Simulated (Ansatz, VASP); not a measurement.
## One calculation of Al2O3, two programs

```
Al O
1.0
     3.01748    0.00000    0.00000
    -1.50874    2.61322    0.00000
     0.00000    0.00000    7.57464
Al O
2 3
Direct
  0.00000 0.00000 0.72205
  0.00000 0.00000 0.27795
  0.00000 0.00000 0.50000
  0.66667 0.33333 0.80055
  0.33333 0.66667 0.19945
```

Measurements of this composition are mostly on another form, of space group No. 167.

Alike in both runs: task band structure; functional PBE; k mesh 7 × 7 × 3; occupations fermi-dirac, width 0.05 eV; no spin polarisation.

```csv
,VASP,Ansatz
version,VASP 6.6.1,Ansatz 0.2.0
potentials or method,"VASP PAW PBE potentials, release 54 (Al, O)",Ansatz PAW
plane-wave cutoff (eV),900,420
valence electrons in the cell,24,24
```

```tsv
	VASP	Ansatz	Ansatz less VASP
gap on the k mesh at the Fermi level (eV)	2.29	2.30	+0.012
least direct gap on the mesh (eV)	2.29	2.30	+0.012
gap along the band path (eV)	2.29	2.30	+0.011
pressure (GPa)	-0.5	-0.5	-0.05
largest component of the traceless stress (GPa)	0.32	0.13	-0.193
rms of the force components (eV/Å)	0.045	0.054	+0.0091
```

Atom by atom the forces differ by 0.017 eV/Å (rms over components). With one functional, cell and mesh, what is left measures potentials, basis and numerics.

Caveats: the pressure holds a Pulay correction of +0.6 GPa for the finite cutoff (Ansatz). A hybrid or GW would open this gap; PBE tends to underestimate it.
